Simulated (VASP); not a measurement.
Input of a VASP 6.6.1 run:

Contents of INCAR:

```
SYSTEM = ZnCu2SnS4
  PREC = Accurate
  ENCUT = 600
  EDIFF = 1E-6
  ISMEAR = 0
  SIGMA = 0.03
  LREAL = .FALSE.
  LASPH = .TRUE.
  NELM = 80
  ALGO = Normal
  ISIF = 3
  LWAVE = .FALSE.
  LCHARG = .FALSE.
  GGA = PS
  IBRION = 2
  NSW = 90
  EDIFFG = -0.01
  KPAR = 4
```

The input KPOINTS:

```
Automatic mesh
0
G
  10 10 10
  0 0 0
```

File POSCAR:

```
ZnCu2SnS4
1.0
   -2.7171000000      2.7171000000      5.4248000000
    2.7171000000     -2.7171000000      5.4248000000
    2.7171000000      2.7171000000     -5.4248000000
Zn Cu Sn S
1 2 1 4
Direct
    0.2500000000      0.7500000000      0.5000000000
    0.0000000000      0.0000000000      0.0000000000
    0.7500000000      0.2500000000      0.5000000000
    0.5000000000      0.5000000000      0.0000000000
    0.3716100000      0.8844100000      0.9996000000
    0.1155900000      0.1151900000      0.4872000000
    0.8848100000      0.3720100000      0.0004000000
    0.6279900000      0.6283900000      0.5128000000
```

Potentials or basis: VASP PAW PBE potentials, release 64 (Zn, Cu, Sn_d, S).

Launch:

```console
$ cat potpaw_PBE.64/Zn/POTCAR potpaw_PBE.64/Cu/POTCAR potpaw_PBE.64/Sn_d/POTCAR potpaw_PBE.64/S/POTCAR > POTCAR
$ mpirun -np 4 vasp_std > vasp.out
```

Problem. Predict the band gap on the k mesh.

Solution. 0.14 eV, direct.

Problem. Predict the relaxed cell.

Solution. a = 6.586 Å, b = 6.586 Å, c = 6.586 Å, α = 131.78°, β = 131.78°, γ = 70.58°.

Final structure:
```
CELL_PARAMETERS angstrom
-2.69032 2.69032 5.37580
2.69032 -2.69032 5.37580
2.69032 2.69032 -5.37580
ATOMIC_POSITIONS crystal
Zn 0.25000 0.75000 0.50000
Cu 0.00000 0.00000 0.00000
Cu 0.75000 0.25000 0.50000
Sn 0.50000 0.50000 0.00000
S 0.37057 0.89761 0.00867
S 0.10239 0.11105 0.47296
S 0.88895 0.36191 0.99133
S 0.63809 0.62943 0.52704
```

Caveat: spin-orbit coupling is left out, which moves the levels of the heavy elements. A k mesh can miss the band edges.
